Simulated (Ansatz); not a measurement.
# NiO and the effect of the pressure

The cell as given:

```
Ni O
1.0
     0.00000    2.08590    2.08590
     2.08590    0.00000    2.08590
     2.08590    2.08590    0.00000
Ni O
1 1
Direct
  0.00000 0.00000 0.00000
  0.50000 0.50000 0.50000
```

Kept alike: task relaxation of cell and atoms; functional PBE; k mesh 11 × 11 × 11; occupations fermi-dirac, width 0.05 eV; collinear spin, ferromagnetic start. Program: Ansatz, Ansatz PAW, cutoff 420 eV. The mesh is that of the run's cell of 2 atoms. No spin-orbit coupling.

| run | volume (Å³/atom) | largest site moment (μB) |
| --- | --- | --- |
| A | 8.867 | 1.33 |
| B | 9.373 | 1.46 |
| C | 8.171 | 1.08 |
| D | 9.266 | 1.44 |
| E | 9.110 | 1.41 |
| F | 8.484 | 1.21 |

The relaxations keep at least the cell's symmetry (Fm-3m). For a metal such a mesh leaves the last digits unconverged. The measured crystal is an antiferromagnetic insulator; a metallic or parallel state is the runs' own. The runs follow the start's structure, whether or not it is the stable one at these pressures. Ansatz's relaxations hold a Pulay term in the stress (up to 0.8 GPa here). P is the pressure aimed at, which the runs meet within some hundredths to tenths of a GPa. The runs hold the magnetic state that their start led to, which needn't be the lowest. Site moments count inside each atom's sphere or projector.

Task: The runs differ in the pressure alone: 0; 2; 5; 10; 20; 30 GPa. Which run is which?

Result: Run A is 10 GPa; run B is 0 GPa; run C is 30 GPa; run D is 2 GPa; run E is 5 GPa; run F is 20 GPa. The volume falls from 9.373 to 8.171 Å³/atom between 0 and 30 GPa. The volume falls ever more slowly, since the solid stiffens under load. At the pressures aimed at, which the runs meet within some tenths of a GPa, the step from 0 to 5 GPa gives a mean bulk modulus near 176 GPa, the last step 266 GPa. The largest site moment falls from 1.46 to 1.08 μB between 0 and 30 GPa.
